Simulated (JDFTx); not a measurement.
Runs of JDFTx 1.7.0 (patched build) on Mg. Symmetry: P6_3/mmc, No. 194, hexagonal system. The conventional cell has a = 3.209 Å, b = 3.209 Å, c = 5.210 Å, α = 90.00°, β = 90.00°, γ = 120.00°. Mg (site symmetry -6m2) is surrounded by 12 Mg at 3.20 to 3.21 Å. 

```tsv
task	level	potentials or basis	cell	k mesh	cutoff (eV)	density cutoff over wavefunction cutoff	SCF threshold on the energy	further solve for the empty bands	mesh quality	V0 of scaled cells (Å³/atom)	B0 (GPa)
equation of state	PBEsol	PseudoDojo-SR-PBEsol-0.4.1-standard	as given	10 × 10 × 5	1143	8	1e-09 Ha	-	not flagged	22.59	37
equation of state	r2SCAN	SG15-PBE-1.2	as given	6 × 6 × 3	1088	8	1e-09 Ha	-	coarse	23.15	(a)
equation of state	RPBE	PseudoDojo-SR-PBE-0.5-standard	as given	10 × 10 × 5	1143	8	1e-09 Ha	-	not flagged	23.75	(b)
equation of state	PBE	PseudoDojo-SR-PBE-0.5-standard	as given	10 × 10 × 5	1143	4	1e-08 Ha	-	not flagged	23.04	36
```

Alike in all rows: no spin polarisation; smearing fermi-dirac 0.05 eV.

Estimate the missing entries.

(a) 38; (b) 34.

Caveats: some runs use coarse meshes; the cell was scaled at fixed shape and fractional positions, which overstates the stiffness of a crystal with free parameters, most of all of layers and chains; the potentials were made for another functional, which shifts forces and pressure (some runs).

Not every run made on this cell is shown here.
